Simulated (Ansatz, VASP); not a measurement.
Given: the input of a run of Ansatz 0.2.0 on Pt.

File input.yaml:

```yaml
crystal:
  lattice:
    - [2.7421371004, 0.0, 0.0]
    - [-1.3710685502, 2.3747603895, 0.0]
    - [0.0, 0.0, 4.7599710578]
  atoms:
    - { symbol: Pt, position: [0.3333333333, 0.6666666667, 0.25] }
    - { symbol: Pt, position: [0.6666666667, 0.3333333333, 0.75] }
hamiltonian:
  xc: pbesol
  pseudopotentials: { kind: paw }
kpoints:
  mp_grid: { grid: [11, 11, 6] }
scf:
  occupations: { method: fermi_dirac, width: 0.05 }
output:
  forces: true
  stress: true
  eigenvalues: true
```

Potentials or basis: Ansatz PAW.

Launch:

```bash
$ ansatz run input.yaml --threads 1 --pin off --max-ram 3584MiB --backend cpu --events-out ev --progress --plain --runs-dir out
```

Set up the same calculation for VASP 6.6.1. Potentials there: VASP PAW PBE potentials, release 64 (Pt).

As run (the cutoff follows the program's own potentials):

INCAR

```
SYSTEM = Pt
ALGO     = Normal         ! electronic algorithm
EDIFF    = 1E-7           ! SCF threshold, eV
ENCUT    = 520            ! plane-wave cutoff, eV
GGA      = PS             ! functional
ISIF     = 2              ! what is computed and relaxed
ISMEAR   = -1             ! smearing method
LASPH    = .TRUE.         ! aspherical terms in the spheres
LCHARG   = .FALSE.        ! write CHGCAR
LREAL    = .FALSE.        ! projectors in reciprocal space
LWAVE    = .FALSE.        ! write WAVECAR
NBANDS   = 17             ! bands
NELM     = 60             ! most SCF steps
PREC     = Accurate       ! precision mode
SIGMA    = 0.05           ! smearing width, eV
```

File KPOINTS:

```
k-points
0
G
  11 11 6
  0 0 0
```

The input POSCAR:

```
Pt
1.0
    2.7421371004      0.0000000000      0.0000000000
   -1.3710685502      2.3747603895      0.0000000000
    0.0000000000      0.0000000000      4.7599710578
Pt
2
Direct
    0.3333333333      0.6666666667      0.2500000000
    0.6666666667      0.3333333333      0.7500000000
```

Potentials or basis: VASP PAW PBE potentials, release 64 (Pt).

Launch:

```bash
$ cat potpaw_PBE.64/Pt/POTCAR > POTCAR
$ mpirun -np 1 vasp_std > vasp.out
```

Both were run:

|  | VASP | Ansatz | Ansatz less VASP |
| --- | --- | --- | --- |
| gap on the k mesh at the Fermi level (eV) | none | none | - |
| pressure (GPa) | -6.3 | -5.9 | +0.39 |
| largest component of the traceless stress (GPa) | 1.36 | 1.28 | -0.083 |

A gap of «none» marks a metal or a gap that the smearing closes. The two sets of potentials don't hold the same shells in valence.

Caveats: the PAW data sets were made with another functional, which shifts forces and pressure a little (VASP); the PAW data sets come from PBE, with cores solved anew for the run's functional, which leaves a small shift of forces and pressure (Ansatz). The runs have no spin-orbit coupling, so splittings on Pt are missing.
